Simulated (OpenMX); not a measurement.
Rh:

```
CELL_PARAMETERS angstrom
0.00000 1.89785 1.89785
1.89785 0.00000 1.89785
1.89785 1.89785 0.00000
ATOMIC_POSITIONS crystal
Rh 0.00000 0.00000 0.00000
```

Base run:

```yaml
Program: OpenMX 3.8.5
Functional: PBE
Dispersion: D4
Potentials_or_basis: OpenMX 2013 PBE set, Rh7.0-s3p2d2, grid cutoff 400 Ry
k_mesh: 9 × 9 × 9
Occupations: fermi-dirac, width 0.05 eV
Spin: no spin polarisation
```

Its results: band gap on the k mesh none (metal or under the smearing width); pressure 5.9 GPa.

**Question.** The run is repeated on the same cell with these changes: dispersion from D4 to D3(BJ). What comes out?

**Answer.** Band gap on the k mesh none (metal or under the smearing width); pressure 7.0 GPa.

Caveats: the basis of atomic orbitals isn't converged, which shifts pressures, moduli and gaps; pairwise dispersion overbinds metals, which lowers pressure and volume.
